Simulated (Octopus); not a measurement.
**HgTe (Coloradoite) in Octopus: convergence with smearing**

Input of the first run (smearing 0.6 eV); the others differ in this setting and in those tied to it:

inp

```
CalculationMode = gs
UnitsOutput = eV_Angstrom
PeriodicDimensions = 3
ExperimentalFeatures = yes
PseudopotentialSet = hscv_pbe
XSFCoordinates = "crystal.xsf"
%Spacing
 0.11233688*angstrom | 0.11233688*angstrom | 0.11233688*angstrom
%
DerivativesOrder = 8
%KPointsGrid
 2 | 2 | 2
%
KPointsUseSymmetries = yes
XCFunctional = mgga_x_r2scan + mgga_c_r2scan
FilterPotentials = filter_none
SmearingFunction = fermi_dirac
Smearing = 0.6*eV
ExtraStates = 6
Eigensolver = chebyshev_filter
ConvRelDens = 1e-6
MaximumIter = 120
```

File crystal.xsf:

```
CRYSTAL
PRIMVEC
    0.0000000000      6.1544617502      6.1544617502
    6.1544617502      0.0000000000      6.1544617502
    6.1544617502      6.1544617502      0.0000000000
PRIMCOORD
2 1
Hg      0.0000000000      0.0000000000      0.0000000000
Te      9.2316926254      9.2316926254      9.2316926254
```

Potentials or basis: hscv_pbe (PBE).

Command:

```console
$ OMP_NUM_THREADS=1 octopus > out.log  # reads inp and crystal.xsf
```

The cell isn't the ideal one: volume scaled by 1.04.

Hardware: 1 thread of Arm Neoverse V1, on a shared host.

```csv
smearing,"energy less the tightest run, at zero smearing (meV/atom)",SCF cycles,CPU time (s),peak memory (GiB)
0.6 eV,-126.56,17,320,0.33
0.3 eV,-81.56,17,330,0.33
0.2 eV,-55.89,17,320,0.33
0.1 eV,-24.61,16,310,0.33
0.05 eV,-8.27,16,320,0.33
0.025 eV,0.00,16,310,0.33
```

Not settled before the last step: the energy (to 1 meV/atom). Narrower smearing needs a denser k mesh, so at a fixed mesh the narrowest width isn't the most accurate. The tightest run that finished is the yardstick and may itself not be fully converged.

Caveat, for the tightest run too: the k mesh is coarse (spacing up to 0.84 Å⁻¹), so the values aren't converged; this is an older set of potentials, less accurate than current ones. The run has no spin-orbit coupling, so splittings on Hg, Te are missing.
